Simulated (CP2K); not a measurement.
Crystal: Ge.

```
Ge
1.0
     3.99759    0.00000    0.00000
    -1.99879    3.46201    0.00000
     0.00000    0.00000    6.59938
Ge
4
Direct
  0.33333 0.66667 0.93710
  0.66667 0.33333 0.43710
  0.33333 0.66667 0.56290
  0.66667 0.33333 0.06290
```

This isn't the form of Ge at room conditions, which is diamond.

- Program: CP2K 2026.2
- Task: single point
- Functional: PBE
- Potentials or basis: POTENTIAL_UZH Ge GTH-PBE-q4; TZVP-MOLOPT-PBE-GTH basis
- Density cutoff: 6123 eV
- k mesh: 8 × 8 × 4
- Occupations: fermi-dirac, width 0.05 eV
- Spin: no spin polarisation

On this cell: pressure 3.3 GPa; largest force 0.025 eV/Å; band gap on the k mesh 0.13 eV, direct.

The same run follows on a disturbed copy (atoms moved at random, drawn with an rms of 0.05 Å):

```
CELL_PARAMETERS angstrom
3.99759 0.00000 0.00000
-1.99879 3.46201 0.00000
0.00000 0.00000 6.59938
ATOMIC_POSITIONS crystal
Ge 0.32803 0.66489 0.93959
Ge 0.67763 0.33919 0.43330
Ge 0.34363 0.67052 0.56725
Ge 0.67313 0.32691 0.06117
```

Problem. What does the disturbed cell give?

Solution. The energy moves by +7.7 meV/atom; pressure 3.3 GPa; largest force 0.651 eV/Å; band gap on the k mesh 0.07 eV, direct.

Forces on the atoms (eV/Å):
```
Ge   0.618 -0.143 -0.149
Ge   0.031 -0.083  0.385
Ge  -0.043  0.067 -0.373
Ge  -0.606  0.159  0.136
```

Stress tensor (GPa, compression positive):
```
 3.09  0.76 -0.58
 0.76  3.33  0.20
-0.58  0.20  3.60
```

Caveats: the basis of atomic orbitals isn't converged, which shifts pressures, moduli and gaps.

A k mesh can miss the band edges.
